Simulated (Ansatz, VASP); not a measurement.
# CoO in VASP and in Ansatz

INCAR

```
  PREC = Accurate
  ENCUT = 600
  EDIFF = 1E-7
  ISMEAR = 0
  SIGMA = 0.1
  LREAL = False
  LASPH = True
  NELM = 150
  ALGO = Normal
  ISIF = 3
  LWAVE = False
  LCHARG = False
  ISPIN = 2
  MAGMOM = 3 0
  LORBIT = 11
  LMAXMIX = 4
  GGA = PE
  IBRION = 2
  NSW = 90
  EDIFFG = -0.04
```

Contents of KPOINTS:

```
regular mesh
0
Gamma
  9 9 6
```

File POSCAR:

```
CoO
1.0
    2.5204819400      0.0000000000      0.0000000000
   -1.2602409700      2.1828013900      0.0000000000
    0.0000000000      0.0000000000      3.7279548900
Co O
1 1
Direct
    0.3333333300      0.6666666700      0.5000000000
    0.0000000000      0.0000000000      0.0000000000
```

Input for Ansatz:

```yaml
crystal:
  lattice:
    - [2.52048194, 0.0, 0.0]
    - [-1.26024097, 2.18280139, 0.0]
    - [0.0, 0.0, 3.72795489]
  atoms:
    - { symbol: Co, position: [0.33333333, 0.66666667, 0.5], spin: 3.0 }
    - { symbol: O, position: [0.0, 0.0, 0.0] }
basis:
  ecutwfc: 420
kpoints:
  mp_grid: { grid: [9, 9, 6] }
hamiltonian:
  xc: pbe
scf:
  occupations: { method: gaussian, width: 0.1 }
  lower_state_search: "off"
output:
  forces: true
  stress: true
  eigenvalues: true
  populations: true
magnetization:
  spin_polarized: true
relax:
  adjacent_minimum: "off"
  f_tol: 0.04
  max_steps: 70
  cell: { stress_tol: 0.4 }
```

Change from the starting cell: species swapped into the LiPd type (P-6m2, No. 187).

Alike in both runs: task relaxation of cell and atoms; functional PBE; k mesh 9 × 9 × 6; occupations gaussian, width 0.1 eV; collinear spin.

|  | VASP | Ansatz |
| --- | --- | --- |
| version | VASP 6.6.1 | Ansatz 0.2.0 |
| potentials or method | VASP PAW PBE potentials, release 64 (Co, O) | scalar-relativistic, plane waves, PAW |
| plane-wave cutoff (eV) | 600 | 420 |
| valence electrons in the cell | 15 | 23 |

```csv
,VASP,Ansatz,Ansatz less VASP
"gap on the k mesh at the Fermi level, each at its own relaxed structure (eV)",none,none,-
net moment per atom (μB),1.50,1.50,0.000
size of the moment on the site where the two differ most (μB),2.55,2.50,-0.044
relaxed volume (Å³/atom),9.40,9.41,+0.005
relaxed cell length with the largest relative difference (Å),2.720,2.728,+0.0082
energy change over the relaxation (meV/atom),-844,-843,+1.2
```

Site moments also hang on the region over which each program counts them. A gap of «none» marks a metal or a gap that the smearing closes. The two sets of potentials don't hold the same shells in valence.

Caveats: a cell with one magnetic atom can't hold antiferromagnetic order, which such compounds often take; semilocal functionals often make such compounds metallic where correlation or magnetic order opens a gap, which also shifts bond lengths.
